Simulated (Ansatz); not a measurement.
Crystal: Ir.

```xyz
2
Lattice="2.7514 0.0000 0.0000 -1.3757 2.3828 0.0000 0.0000 0.0000 4.4623" Properties=species:S:1:pos:R:3 pbc="T T T"
Ir    0.0000    1.5885    1.1156
Ir    1.3757    0.7943    3.3467
```

This isn't the form of Ir at room conditions, which is fcc.

```yaml
Program: Ansatz 0.2.0
Task: relaxation of cell and atoms
Functional: PBE
Dispersion: D3(BJ)
Potentials_or_basis: Ansatz PAW
Cutoff: "420 eV (not typed: the program's choice for these potentials)"
k_mesh: 11 × 11 × 6
Occupations: fermi-dirac, width 0.05 eV
Spin: no spin polarisation
```

At the start: volume 14.63 Å³/atom.

Task: How do energy, volume and symmetry change on relaxing?

Result: It ends after 6 steps and the volume is 14.23 Å³/atom (-2.7 %); space group P6_3/mmc (No. 194, to 0.05 Å).

Step by step:
```csv
step,energy change (eV),largest force (eV/Å),volume (Å³)
1,0.0000,0.0000,29.25
2,-0.0239,0.0000,28.55
3,-0.0242,0.0000,28.46
4,-0.0238,0.0000,28.46
5,-0.0238,0.0000,28.47
6,-0.0238,0.0000,28.47
```

Final structure:
```
CELL_PARAMETERS angstrom
2.72696 0.00000 0.00000
-1.36348 2.36161 0.00000
0.00000 0.00000 4.42041
ATOMIC_POSITIONS crystal
Ir 0.33333 0.66667 0.25000
Ir 0.66667 0.33333 0.75000
```

Caveat: the plane-wave basis is chosen anew once the cell has moved, so the energies of steps on either side of that aren't comparable; pairwise dispersion overbinds metals, which lowers pressure and volume.
